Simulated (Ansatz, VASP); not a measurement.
One cell, several codes and potentials: CsCl

System: CsCl (CsCl type, first atom moved by 0.06 Å along [111]), 2 atoms in the cell.

```
CELL_PARAMETERS angstrom
4.20000 0.00000 0.00000
0.00000 4.20000 0.00000
0.00000 0.00000 4.20000
ATOMIC_POSITIONS crystal
Cs 0.00825 0.00825 0.00825
Cl 0.50000 0.50000 0.50000
```

All runs use HSE06; k-mesh 4×4×4 Γ-centred; Fermi–Dirac smearing of 0.05 eV; no spin polarisation; no spin–orbit coupling. Exact exchange at q = 0 is regularized (HFRCUT = 0 in VASP). VASP pressures are printed at a fixed basis; Ansatz's pressures include its basis correction. The all-electron reference is a plane-wave run on PAW datasets generated for this crystal and functional, not LAPW.

| run | pressure (GPa) | Fx on Cs1 (eV/Å) |
| --- | --- | --- |
| Ansatz PAW hard set, 700 eV | -0.24 | -0.020 |
| Ansatz PAW soft set 1, 420 eV | -0.24 | -0.020 |
| Ansatz with JTH PAW, 1200 eV | -0.17 | -0.021 |
| VASP, Cs_sv/Cl, 341 eV | -0.28 | -0.021 |
| Ansatz hand-made PAW, 660 eV | -0.24 | -0.020 |

What does the all-electron calculation give for these quantities?

Ansatz all-electron PAW datasets made for this crystal, inner shells by Dirac's equation, 340 eV: pressure -0.24 GPa, Fx on Cs1 -0.020 eV/Å. All forces:

```
atom  Fx (eV/Å)  Fy (eV/Å)  Fz (eV/Å)
 Cs1     -0.020     -0.020     -0.020
 Cl2      0.020      0.020      0.020
```

Potentials made with PBE were used with another functional (at least in: Ansatz PAW hard set, 700 eV; Ansatz with JTH PAW, 1200 eV; VASP, Cs_sv/Cl, 341 eV).
